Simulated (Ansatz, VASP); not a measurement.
# Gd: VASP beside Ansatz

```xyz
1
Lattice="-2.0250 2.0250 2.0250 2.0250 -2.0250 2.0250 2.0250 2.0250 -2.0250" Properties=species:S:1:pos:R:3 pbc="T T T"
Gd    0.0000    0.0000    0.0000
```

Alike in both runs: functional PBEsol; k mesh 9 × 9 × 9; occupations fermi-dirac, width 0.05 eV; collinear spin.

```csv
,VASP,Ansatz
version,VASP 6.6.1,Ansatz 0.2.0
potentials or method,"VASP PAW PBE potentials, release 64 (Gd), cutoff 520 eV","all-electron LAPW, scalar-relativistic"
task,single point,density of states
```

Ansatz gave:

| Quantity | Value |
| --- | --- |
| gap on the k mesh at the Fermi level (eV) | none |
| pressure (GPa) | -2.3 |
| net moment per atom (μB) | 7.60 |
| size of the moment on the site where the two differ most (μB) | 7.43 |

Task: Which values does VASP return?

Result: gap on the k mesh at the Fermi level (eV): none; pressure (GPa): -2.3; net moment per atom (μB): 7.61; size of the moment on the site where the two differ most (μB): 7.00.

Site moments also hang on the region over which each program counts them. A gap of «none» marks a metal or a gap that the smearing closes. Ansatz ran all-electron here, so the differences hold the error of VASP's frozen core and of both bases.

Caveats: spin-orbit coupling is left out, which moves the levels of the heavy elements; the PAW data sets were made with another functional, which shifts forces and pressure a little (VASP); an open f shell can end in a state above the lowest (Ansatz); the density of states is complete only up to the lowest level of the last band computed (Ansatz). The state reached can hang on the start; a lower one may exist.
